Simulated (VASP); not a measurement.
# PbSe (Fm-3m) in VASP: relaxation of cell and atoms with LDA

Aim: the relaxation of cell and atoms of PbSe with LDA.

All numbers are computed with VASP 6.6.1; they aren't measurements. Logs are shortened: lines on timing, memory, paths and dates and some standing lists are left out, and cuts for length are marked.

**1. Starting point**

The structure is cubic, space group Fm-3m (No. 225). The conventional cell has a = 6.182 Å, b = 6.182 Å, c = 6.182 Å, α = 90.00°, β = 90.00°, γ = 90.00°. Around Pb (site symmetry m-3m) lie 6 Se at 3.09 Å. Se (site symmetry m-3m) is surrounded by 6 Pb at 3.09 Å.

The cell is a database's computed one.

**2. Relaxation of cell and atoms, LDA**

File INCAR:

```
SYSTEM = PbSe
  PREC = Accurate
  ENCUT = 300
  EDIFF = 1E-7
  ISMEAR = 0
  SIGMA = 0.02
  LREAL = .False.
  LASPH = .True.
  NELM = 60
  ALGO = Fast
  ISIF = 3
  LWAVE = .False.
  LCHARG = .False.
  IBRION = 2
  NSW = 40
  EDIFFG = -0.01
```

File KPOINTS:

```
Automatic mesh
0
Gamma
  5 5 5
  0 0 0
```

File POSCAR:

```
PbSe
1.0
    0.0000000000      3.0908235400      3.0908235400
    3.0908235400      0.0000000000      3.0908235400
    3.0908235400      3.0908235400      0.0000000000
Pb Se
1 1
Direct
    0.0000000000      0.0000000000      0.0000000000
    0.5000000000      0.5000000000      0.5000000000
```

Potentials or basis: VASP PAW LDA potentials, release 64 (Pb_d, Se).

The run is started by

```console
cat potpaw_LDA.64/Pb_d/POTCAR potpaw_LDA.64/Se/POTCAR > POTCAR
mpirun -np 1 vasp_std > vasp.out
```

OUTCAR:

```text
SYSTEM = PbSe
   PREC = Accurate
   ENCUT = 300
   EDIFF = 1E-7
   ISMEAR = 0
   LREAL = .False.
   LASPH = .True.
   NELM = 60
   ISIF = 3
   IBRION = 2
   NSW = 40
   EDIFFG = -0.01

 ion  position               nearest neighbor table
   1  0.000  0.000  0.000-   2 3.09   2 3.09   2 3.09   2 3.09   2 3.09   2 3.09
   2  0.500  0.500  0.500-   1 3.09   1 3.09   1 3.09   1 3.09   1 3.09   1 3.09

  LATTYP: Found a face centered cubic cell.
 ALAT       =     6.1816470800

  Lattice vectors:

 A1 = (   0.0000000000,   3.0908235400,   3.0908235400)
 A2 = (   3.0908235400,   0.0000000000,   3.0908235400)
 A3 = (   3.0908235400,   3.0908235400,   0.0000000000)

Analysis of symmetry for initial positions (statically):
=====================================================================
 Subroutine PRICEL returns:
 Original cell was already a primitive cell.

 Routine SETGRP: Setting up the symmetry group for a
 face centered cubic supercell.

 Subroutine GETGRP returns: Found 48 space group operations
 (whereof 48 operations were pure point group operations)
 out of a pool of 48 trial point group operations.

The static configuration has the point symmetry O_h .

Analysis of symmetry for dynamics (positions and initial velocities):
=====================================================================
 Subroutine PRICEL returns:
 Original cell was already a primitive cell.

 Routine SETGRP: Setting up the symmetry group for a
 face centered cubic supercell.

 Subroutine GETGRP returns: Found 48 space group operations
 (whereof 48 operations were pure point group operations)
 out of a pool of 48 trial point group operations.

The dynamic configuration has the point symmetry O_h .

 Subroutine INISYM returns: Found 48 space group operations
 (whereof 48 operations are pure point group operations),
 and found     1 'primitive' translations

----------------------------------------------------------------------------------------

                                     Primitive cell

  volume of cell :      59.0545

  direct lattice vectors                    reciprocal lattice vectors
     0.000000000  3.090823540  3.090823540    -0.161769183  0.161769183  0.161769183
     3.090823540  0.000000000  3.090823540     0.161769183 -0.161769183  0.161769183
     3.090823540  3.090823540  0.000000000     0.161769183  0.161769183 -0.161769183

  length of vectors
     4.371084569  4.371084569  4.371084569     0.280192445  0.280192445  0.280192445

  position of ions in fractional coordinates (direct lattice)
     0.000000000  0.000000000  0.000000000
     0.500000000  0.500000000  0.500000000

  ion indices of the primitive-cell ions
   primitive index   ion index
                 1           1
                 2           2

[... 59 lines left out ...]
   NSW    =     40    number of steps for IOM
   IBRION =      2    ionic relax: 0-MD 1-quasi-New 2-CG
   NFREE  =      1    steps in history (QN), initial steepest desc. (CG)
   ISIF   =      3    stress and relaxation
   ISYM   =      2    0-nonsym 1-usesym 2-fastsym
   POTIM  = 0.5000    time-step for ionic-motion
   TEBEG  =    0.0;   TEEND  =   0.0 temperature during run
   PSTRESS=    0.0 pullay stress
   NELECT =      20.0000    total number of electrons
   NUPDOWN=      -1.0000    fix difference up-down
   EMIN   =  10.00;   EMAX   =-10.00  energy-range for DOS
   EFERMI =   0.00;   METHOD = LEGACY
   ISMEAR =     0;   SIGMA  =   0.02  broadening in eV -4-tet -1-fermi 0-gaus
   EFERMI_NEDOS =   21; number of points for ismear=-14 and -15
   IALGO  =     68    algorithm
   IMIX   =      4    mixing-type and parameters
     AMIX     =   0.40;   BMIX     =  1.00
     AMIX_MAG =   1.60;   BMIX_MAG =  1.00
  volume/ion in A,a.u.               =      29.53       199.26
  Fermi-wavevector in a.u.,A,eV,Ry     =   1.141127  2.156417 17.717107  1.302171
  Thomas-Fermi vector in A             =   2.277828
   LORBIT       =      0    0 simple, 1 ext, 2 COOP (PROOUT), +10 PAW based schemes
   GGA     = CA    functional components
   LHFCALC =     F    Hartree Fock is set to
   AEXX    =    0.0000 exact exchange contribution
   IVDW    =     0    specifies the selected vdW correction
   LEPSILON=     F    determine dielectric tensor
   LRPA    =     F    only Hartree local field effects (RPA)
 conjugate gradient relaxation of ions
 non-spin polarized calculation
 RMM-DIIS sequential band-by-band and
 Gauss-broadening in eV      SIGMA  =   0.02
  energy-cutoff  :      300.00
  volume of cell :       59.05
 maximum number of plane-waves:       725
 NGX is ok and might be reduce to    28
   NGX = 13   NGY = 13   NGZ = 13

--------------------------------------- Ionic step        1  -------------------------------------------

 number of electron      20.0000004 magnetization

 Free energy of the ion-electron system (eV)
  ---------------------------------------------------
  ext. energy  EPLUGINS =         0.00000000
  ---------------------------------------------------
  free energy    TOTEN  =        -9.42644512 eV

  energy without entropy =       -9.42644512  energy(sigma->0) =       -9.42644512

 E-fermi :   4.2999     XC(G=0):  -9.7166

 val. band max:        4.1653776971   @ k =  -0.2000   0.2000   0.0000
 cond. band min:       5.2874851306   @ k =   0.4000   0.0000   0.0000
 fundamental gap:      1.1221074334
 Fermi energy:         4.2998884518

 k-point     1 :       0.0000    0.0000    0.0000
  band No.  band energies     occupation
      1     -12.1750      2.00000
      2     -12.1750      2.00000
      3     -12.1747      2.00000
      4     -12.1747      2.00000
      5     -12.1747      2.00000
      6      -8.8323      2.00000
      7      -1.8894      2.00000
      8       2.8022      2.00000
      9       2.8022      2.00000
     10       2.8022      2.00000
     11       9.0753      0.00000
     12       9.0753      0.00000
     13       9.0755      0.00000
     14      11.0791      0.00000
[... 222 lines left out ...]
--------------------------------------- Ionic step        3  -------------------------------------------

 number of electron      19.9999995 magnetization

 Free energy of the ion-electron system (eV)
  ---------------------------------------------------
  ext. energy  EPLUGINS =         0.00000000
  ---------------------------------------------------
  free energy    TOTEN  =        -9.48353169 eV

  energy without entropy =       -9.48353169  energy(sigma->0) =       -9.48353169

 E-fermi :   5.2195     XC(G=0): -10.0680

 val. band max:        5.1161151074   @ k =  -0.2000   0.2000   0.0000
 cond. band min:       6.2041586505   @ k =   0.4000   0.0000   0.0000
 fundamental gap:      1.0880435430
 Fermi energy:         5.2195371354

 k-point     1 :       0.0000    0.0000    0.0000
  band No.  band energies     occupation
      1     -11.3403      2.00000
      2     -11.3403      2.00000
      3     -11.3354      2.00000
      4     -11.3354      2.00000
      5     -11.3354      2.00000
      6      -8.5144      2.00000
      7      -0.7793      2.00000
      8       3.4321      2.00000
      9       3.4321      2.00000
     10       3.4321      2.00000
     11      10.2350      0.00000
     12      10.2350      0.00000
     13      10.2350      0.00000
     14      11.9028      0.00000
[... 180 lines left out ...]
  FREE ENERGIE OF THE ION-ELECTRON SYSTEM (eV)
  ---------------------------------------------------
  free  energy   TOTEN  =        -9.4835316933 eV

  energy  without entropy=       -9.4835316933  energy(sigma->0) =       -9.48353169

 reached required accuracy - stopping structural energy minimisation
```

OSZICAR:

```text
N       E                     dE             d eps       ncg     rms          rms(c)
DAV:   1     0.130424335098E+03    0.13042E+03   -0.69749E+03   280   0.920E+02
DAV:   2    -0.126121296933E+01   -0.13169E+03   -0.12967E+03   310   0.298E+02
DAV:   3    -0.957516569975E+01   -0.83140E+01   -0.79877E+01   370   0.797E+01
[... 36 lines left out ...]
RMM:   7    -0.948352390904E+01    0.17543E-04   -0.19841E-04   317   0.185E-01    0.103E-02
RMM:   8    -0.948353104352E+01   -0.71345E-05   -0.74722E-05   323   0.789E-02    0.377E-03
RMM:   9    -0.948353148731E+01   -0.44379E-06   -0.74147E-06   314   0.330E-02    0.135E-03
RMM:  10    -0.948353171512E+01   -0.22781E-06   -0.21865E-06   267   0.138E-02    0.142E-03
RMM:  11    -0.948353169332E+01    0.21799E-07   -0.31138E-07   201   0.795E-03
   3 F= -.94835317E+01 E0= -.94835317E+01  d E =-.570866E-01
```

It took 19 s on 1 thread of Intel Xeon Platinum 8259CL at 2.50GHz (Skylake/Cascade Lake), shared host; peak memory 0.14 GiB.

What came out:

* Free energy: -9.4835 eV
* Relaxed volume: 27.31 Å³/atom
* Relaxed cell: a = 4.259 Å, b = 4.259 Å, c = 4.259 Å, α = 60.00°, β = 60.00°, γ = 60.00°
* Space group after relaxing (to 0.05 Å): Fm-3m (No. 225)
* Energy gained by relaxing: 28.5 meV/atom
* Ionic steps: 3
* Pressure after relaxing: 0.0 GPa

The path:
```tsv
step	energy change (eV)	largest force (eV/Å)	pressure (GPa)	volume (Å³)
1	0.0000	0.0000	-3.85	59.05
2	-0.0498	0.0000	1.67	53.20
3	-0.0571	0.0000	0.01	54.63
```

Final structure:
```cif
data_structure
_symmetry_space_group_name_H-M 'P 1'
_symmetry_Int_Tables_number 1
_cell_length_a 4.2591
_cell_length_b 4.2591
_cell_length_c 4.2591
_cell_angle_alpha 60.000
_cell_angle_beta 60.000
_cell_angle_gamma 60.000
_cell_volume 54.63
loop_
_atom_site_label
_atom_site_type_symbol
_atom_site_fract_x
_atom_site_fract_y
_atom_site_fract_z
_atom_site_occupancy
Pb1 Pb 0.00000 0.00000 0.00000 1
Se1 Se 0.50000 0.50000 0.50000 1
```

Levels at points of the mesh, in eV from the Fermi level:
| k point | band 7 | band 8 | band 9 | band 10 | band 11 | band 12 | band 13 | band 14 |
| --- | --- | --- | --- | --- | --- | --- | --- | --- |
| (0.00, 0.00, 0.00) | -6.00 | -1.79 | -1.79 | -1.79 | 5.02 | 5.02 | 5.02 | 6.68 |

Caveat: this odd mesh misses L, where the gap lies, so gap, dielectric constants and Born charges aren't listed.
